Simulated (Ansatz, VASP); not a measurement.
# Cross-check of ZnSe (Stilleite) between VASP and Ansatz, part 2 of 2

Aim: how closely do two programs agree when they are given the same cell, functional and k mesh? The cell is taken from a series of runs on this material, whose earlier steps may have relaxed, scaled, displaced or heated it; both programs get it as it stands.

VASP 6.6.1 and Ansatz 0.2.0.

So far: Starting point; VASP: zone-centre phonons, LDA.

### 3. Ansatz: zone-centre phonons, LDA

Level of this step: Ansatz beside VASP: Kohn-Sham DFT, plane waves, LDA (Ansatz).

Ansatz runs on its PAW soft_1 files.

The same cell, functional (in two slightly different forms) and mesh now go to Ansatz, which takes its cutoff from its data sets.

input.yaml

```yaml
crystal:
  lattice:
    - [0.0, 2.8270822894, 2.6723284084]
    - [2.8270822894, 0.0, 2.6723284084]
    - [2.8270822894, 2.8270822894, 0.0]
  atoms:
    - { symbol: Zn, position: [0.0, 0.0, 0.0] }
    - { symbol: Se, position: [0.75, 0.75, 0.75] }
kpoints:
  mp_grid: { grid: [12, 12, 12] }
hamiltonian:
  xc: lda
  pseudopotentials: { kind: paw, azcp: { folder: soft_1 }, xc_functional: pbe }
scf:
  occupations: { method: fixed }
output:
  eigenvalues: true
phonons:
  method: dfpt
  dielectric: true
  rigid_motions: translations
```

Run with:

```bash
> ansatz run input.yaml --threads 4 --pin off --max-ram 10240MiB --backend cpu --events-out ev --progress --plain --runs-dir out
```

Numbers of over 12 decimals in the logs are rounded to 6 here.

What it wrote:

```text
Engine: ansatz 0.2.0, aarch64-unknown-linux-gnu
Pseudopotentials: kind: paw
Pseudopotential: Zn, paw, valence charge 12, recommended cutoff 420 eV (normal), soft_1/Zn.paw.azcp
Pseudopotential: Se, paw, valence charge 16, recommended cutoff 420 eV (normal), soft_1/Se.paw.azcp
Functional definition: SPW92
  exchange = slater_x
  correlation = pw_c
Crystal: 2 atoms, lattice volume = 42.717 Å³
Basis set: ecut = 420 eV, 845 PW (Γ), exchange–correlation on 54×54×54 points (8 copies of the dense FFT grid, shifted against one another)
Bands: 18, of which v1, the nominal top of the filled ones, is band 14 counted from 1 (13 counted from 0)
Symmetry: 8 space group operations
k-points: 868 of 1728 (irreducible under 1 space group operation, time reversal used)
Non-local potential: Zn, projectors of the file, l = 0: 2, l = 1: 2, l = 2: 3, l = 3: 1
Non-local potential: Se, projectors of the file, l = 0: 2, l = 1: 2, l = 2: 3, l = 3: 1
PAW form: soft (Blöchl's): semilocal exchange-correlation on the pseudo side does not see the compensation charge
PAW frozen core: Zn, regenerated for the run's functional, and the local potential with it (the file was generated under x = pbe(κ = 0.804, μ = 0.219515), c = pbe(β = 0.066725))
PAW frozen core: Se, regenerated for the run's functional, and the local potential with it (the file was generated under x = pbe(κ = 0.804, μ = 0.219515), c = pbe(β = 0.066725))
PAW one-centre angular grid: Zn, 590 points (default); XC on 64 Gauss nodes
PAW one-centre angular grid: Se, 590 points (default); XC on 64 Gauss nodes
Initial density: superposition of atomic densities (chi_scale 0.1, normalization cell, long waves kept (reshape's long-wave potential 0.00 eV rms))
Initial wavefunctions: pseudopotential atomic-orbital guess
Functional: x = slater, c = lda
SCF iter   1: F=—  HF=-8631.192230 eV  |F-HF|=—  |Δ(HF+E_count)|=         —  Δρ=5.97e-2  dr2=9.73e-1  ethr=3.10e-3  ⟨swp⟩=4.2  Hψ=74540  notcnv=0  defer=1386
preconditioner: auto → none  [insulator: Δε(μ)=1.133 eV  Ē_g=13.062 eV  n_scr=14 (ndim 8)  ℏωp=24.1 eV  f_vac=0.031  ε∞_Penn≈4.4]
SCF iter   2: F=—  HF=-8630.942880 eV  |F-HF|=—  |Δ(HF+E_count)|=   2.49e-1  Δρ=2.70e-2  dr2=1.90e-1  ethr=3.10e-3  ⟨swp⟩=3.0  Hψ=34471  notcnv=0  defer=1650
SCF iter   3: F=—  HF=-8630.858349 eV  |F-HF|=—  |Δ(HF+E_count)|=   8.45e-2  Δρ=1.18e-2  dr2=3.11e-2  ethr=6.78e-4  ⟨swp⟩=2.0  Hψ=31218  notcnv=0  defer=1678
SCF iter   4: F=—  HF=-8630.850198 eV  |F-HF|=—  |Δ(HF+E_count)|=   8.15e-3  Δρ=2.74e-3  dr2=1.75e-3  ethr=1.11e-4  ⟨swp⟩=2.5  Hψ=31344  notcnv=0  defer=1724
SCF iter   5: F=—  HF=-8630.850510 eV  |F-HF|=—  |Δ(HF+E_count)|=   3.12e-4  Δρ=9.88e-4  dr2=2.92e-4  ethr=6.24e-6  ⟨swp⟩=2.2  Hψ=25719  notcnv=0  defer=1732
SCF iter   6: F=—  HF=-8630.850555 eV  |F-HF|=—  |Δ(HF+E_count)|=   4.48e-5  Δρ=6.12e-5  dr2=1.09e-6  ethr=1.04e-6  ⟨swp⟩=2.0  Hψ=29512  notcnv=0  defer=1730
SCF iter   7: F=—  HF=-8630.850553 eV  |F-HF|=—  |Δ(HF+E_count)|=   1.90e-6  Δρ=2.09e-5  dr2=2.03e-7  ethr=3.90e-9  ⟨swp⟩=2.0  Hψ=27776  notcnv=0  defer=221
SCF iter   8: F=—  HF=-8630.850553 eV  |F-HF|=—  |Δ(HF+E_count)|=   8.85e-8  Δρ=8.27e-6  dr2=1.49e-8  ethr=7.25e-10  ⟨swp⟩=2.0  Hψ=27776  notcnv=0  defer=223
SCF iter   9: F=—  HF=-8630.850553 eV  |F-HF|=—  |Δ(HF+E_count)|=   3.36e-9  Δρ=9.39e-7  dr2=2.13e-10  ethr=5.31e-11  ⟨swp⟩=2.0  Hψ=19983  notcnv=0  defer=197
SCF iter  10: F=-8630.850553 eV  HF=-8630.850553 eV  |F-HF|=3.64e-12  |Δ(HF+E_count)|=  8.55e-11  Δρ=8.85e-8  dr2=1.09e-12  ethr=1.00e-12  ⟨swp⟩=8.0  Hψ=99443  notcnv=0
SCF 1 converged in 10 iterations: F = -8630.850553 eV  dr2 = 1.09e-12
  greatest PAW one-centre occupation: 1.000 electrons in one spin orbital (limit 2), on the Se atom at site 1 (counted from 0), in its partial waves of l = 2
NSCF: frozen V_eff on 3 k-points
DFPT response loops at Γ: preconditioner auto → none (the input reference at scf.mixing.eps_inf says where Resta's filter doesn't serve); β = 0.50; Broyden in place of MSR1
── the response to a field inside a basis, on 14×14×14 k-points: an SCF that follows is theirs, and a resumed run solves both again ──
Bands: 15, of which v1, the nominal top of the filled ones, is band 14 counted from 1 (13 counted from 0)
k-points: 735
Initial density: handed on by an earlier stage of this run
Initial wavefunctions: pseudopotential atomic-orbital guess (no wavefunctions were taken with the density)
Eigensolver: Dense (735 Hₖ)
SCF iter   1: F=—  HF=-8630.849723 eV  |F-HF|=—  |Δ(HF+E_count)|=         —  Δρ=1.40e-4  dr2=2.61e-6  ethr=1.00e-1
preconditioner: auto → none  [insulator: Δε(μ)=1.251 eV  Ē_g=9.732 eV  n_scr=14 (ndim 8)  ℏωp=24.1 eV  f_vac=0.086  ε∞_Penn≈7.1]
SCF iter   2: F=—  HF=-8630.849722 eV  |F-HF|=—  |Δ(HF+E_count)|=   1.38e-6  Δρ=1.52e-4  dr2=4.19e-6  ethr=9.32e-9
SCF iter   3: F=—  HF=-8630.849723 eV  |F-HF|=—  |Δ(HF+E_count)|=   1.31e-6  Δρ=1.09e-4  dr2=2.95e-6  ethr=9.32e-9
SCF iter   4: F=-8630.849722 eV  HF=-8630.849722 eV  |F-HF|=1.76e-8  |Δ(HF+E_count)|=   1.57e-6  Δρ=1.09e-5  dr2=2.66e-8  ethr=9.32e-9
SCF 1 converged in 4 iterations: F = -8630.849722 eV  dr2 = 2.66e-8
DFPT response loops at Γ: mixed as the last ones told, above
WARN: field response: ε∞ stands inside a basis, on 14×14×14 points; the force constants stand on the 12×12×12 k-mesh, whose period is 12.04 times the interband length at k = (0.0000, 0.0000, 0.0000), direct gap 1.149 eV, under 14: take them and everything formed from them as unconverged, and compare with a denser kpoints.mp_grid
SCF converged after 10 iterations
Free energy (F): -8630.850553 eV
Harris-Foulkes:  -8630.850553 eV  (|F-HF|=3.64e-12)
Internal energy: -8630.850553 eV  (E = F + TS)
E sigma→0 (E₀):  -8630.850553 eV
Fermi energy:    7.224724 eV
--- Per-component energies (eV) ---
  E_band       = -381.400171
  E_kinetic    = 260.957380
  E_local      = -4751.057827  (includes V_loc(G=0)·N_el)
  E_nonlocal   = 471.697559
  E_hartree    = 2198.491646
  E_xc         = -163.273455
  E_vxc        = -143.188909  (∫ρ·V_xc dr)
  E_paw        = -3871.073515  (= ΣΔE_a)
  E_vpaw       = -616.790998  (= ΣTr[D̂ρ^β])
  E_aug_tail   = -0.000689  (compensation charges beyond the density's cutoff)
  E_ewald      = -2780.366157
  E_core_change = 3.774503  (= ΣΔE_core)
  E_smearing   = -0.000000  (= −TS)
  E_closure    = 0.000000  (closes the sum)
  Σ components = -8630.850553   (vs F -8630.850553, Δ=0.00e0)
--- Band table (eV; the first three rows and the last of 868) ---
  k-point 0: bands = [... 10 lower, 0.6190, 7.0283, 7.0283, 7.2247, 8.3735, 12.7990, 12.8195, 12.8195]
  k-point 1: bands = [... 10 lower, 0.6174, 6.2800, 6.9391, 7.0934, 9.0201, 12.7100, 12.9444, 12.9756]
  k-point 2: bands = [... 10 lower, 0.6143, 5.0417, 6.7132, 6.9065, 9.6632, 12.8316, 13.2065, 13.3563]
  k-point 867: bands = [... 10 lower, 0.7911, 1.4005, 5.9605, 6.2956, 9.5207, 13.1551, 13.6846, 15.6233]
--- Phonons (Γ-DFPT): 4 representative perturbations + reference, on 868 of 1728 k-points (Σ response iterations 13) ---
  k mesh reduced under 1 symmetry operation, with k and −k counted as one. Each operation leaves every solved perturbation unchanged. A smaller set is not considered because the run solves the response to a homogeneous field
  ASR residual: 1.112e-4 → 0.000e0 eV/Å²; symmetrization residual: 8.745e-6 eV/Å²
  ASR residual per site (eV/Å²): 1.11e-4 7.65e-5
  Γ frequencies (cm⁻¹): 0.00 0.00 0.00 217.14 222.18 222.18
  ε∞ (high-frequency dielectric tensor):
        7.594318     0.000000     0.000000
        0.000000     7.594318     0.000000
        0.000000     0.000000     7.377159
  ε⁰ (static dielectric tensor: ions relaxed, cell fixed):
       10.251693     0.000000    -0.000000
        0.000000    10.251693    -0.000000
       -0.000000    -0.000000     9.699153
  ε⁰ − ε∞ (ionic part):
        2.657376     0.000000    -0.000000
        0.000000     2.657376    -0.000000
       -0.000000    -0.000000     2.321994
  softest optical mode at Γ: 217.14 cm⁻¹; the repairs (sum rule, projections) moved no ω² at Γ by more than (0.83 cm⁻¹)²
  Born effective charges Z* (e; rows j = field, columns β = displacement):
    site 0:
         2.01818    0.00000   -0.00000
         0.00000    2.01818    0.00000
         0.00000    0.00000    1.84373
    site 1:
        -2.01818    0.00000    0.00000
        -0.00000   -2.01818   -0.00000
         0.00000    0.00000   -1.84373
  Z* charge neutrality: 2.952e-4 e pre-enforcement
  solved inside a basis spanned on kpoints, on 14×14×14 k-points transformed towards the longest dipole: ε∞ is read to err by 2.0e-2, Z* by 1.7e-2 e (field_mesh: kpoints solves on kpoints); Z* is corrected for what the basis lacks
  optical modes at Γ without the LO–TO term, one row a degenerate level:
      ω (cm⁻¹)  modes    IR ((D/Å)²/amu)
        217.14      1             2.1926
        222.18      2             5.2543
  optical modes at Γ + LO–TO along q̂ = [1.0000, 0.0000, 0.0000]:
      ω (cm⁻¹)  modes    IR ((D/Å)²/amu)
        217.14      1             2.1926
        222.18      1             2.6272
        258.14      1             2.6272
  optical modes at Γ + LO–TO along q̂ = [0.0000, 1.0000, 0.0000]:
      ω (cm⁻¹)  modes    IR ((D/Å)²/amu)
        217.14      1             2.1926
        222.18      1             2.6272
        258.14      1             2.6272
  optical modes at Γ + LO–TO along q̂ = [0.0000, 0.0000, 1.0000]:
      ω (cm⁻¹)  modes    IR ((D/Å)²/amu)
        222.18      2             5.2543
        248.98      1             2.1926
```

### 4. Side by side

Known differences besides the potentials themselves: the two LDA forms differ slightly; fixed occupations in Ansatz, narrow Gaussian smearing in VASP; VASP's response is taken on the typed mesh, Ansatz refines its own for the field response alone; the data sets hold 28 valence electrons in Ansatz (on its PAW soft_1 files) and 18 in VASP; the cutoff is 420 eV in Ansatz and 500 eV in VASP; VASP's log shows a relativistic correction to its local exchange, Ansatz's none. Total energies have different zeros and are not compared.

Both answers:

| quantity | Ansatz | VASP | difference |
| --- | --- | --- | --- |
| ε∞ xx | 7.59 | 7.59 | +0.06 % |
| ε∞ yy | 7.59 | 7.59 | +0.06 % |
| ε∞ zz | 7.38 | 7.42 | -0.59 % |
| Born charge of Zn1 (mean of the diagonal) (e) | 1.96 | 1.96 | 0.00 |
| Born charge of Se2 (mean of the diagonal) (e) | -1.96 | -1.96 | 0.00 |
| optical mode 1 (cm⁻¹) | 217.1 | 218.7 | -0.72 % |
| optical mode 2 to 3 (cm⁻¹) | 222.2 | 224.1 | -0.87 % |

Modes are paired by rising frequency, not by their patterns, so a pair may set unlike modes beside each other; they are those without the splitting of longitudinal modes.

### 5. Results

```yaml
r_m_s_difference_of_the_optical_zone_centre_modes_each_program_s_sorted_by_frequency_zone_centre_phonons_lda: 1.8 cm⁻¹
difference_in_optical_mode_2_to_3_zone_centre_phonons_lda: -0.9 %
```

What this shows: The r.m.s. difference of the optical zone-centre modes, each program's sorted by frequency is 1.8 cm⁻¹ (zone-centre phonons, LDA). The data sets hold unlike numbers of valence electrons (28 in Ansatz and 18 in VASP), so part of the differences comes from the potentials. Among the rows given in per cent, the largest difference of the zone-centre phonons, LDA pair is in optical mode 2 to 3, -0.9 %. How closely two codes agree says nothing of how well the functional describes the real material.

[Lines on the potential files, build, host, timing and source positions are cut from VASP's logs without a mark.]

[Logs are printed without paths, hosts, clocks, repeated set-up lines and the standing remarks that a program may print on its own settings, such as how far it seeks lower states.]

[Hosts, paths, dates, database ids (printed as entryN), source tags and the programs' standing remarks are cut or masked in the printed files.]
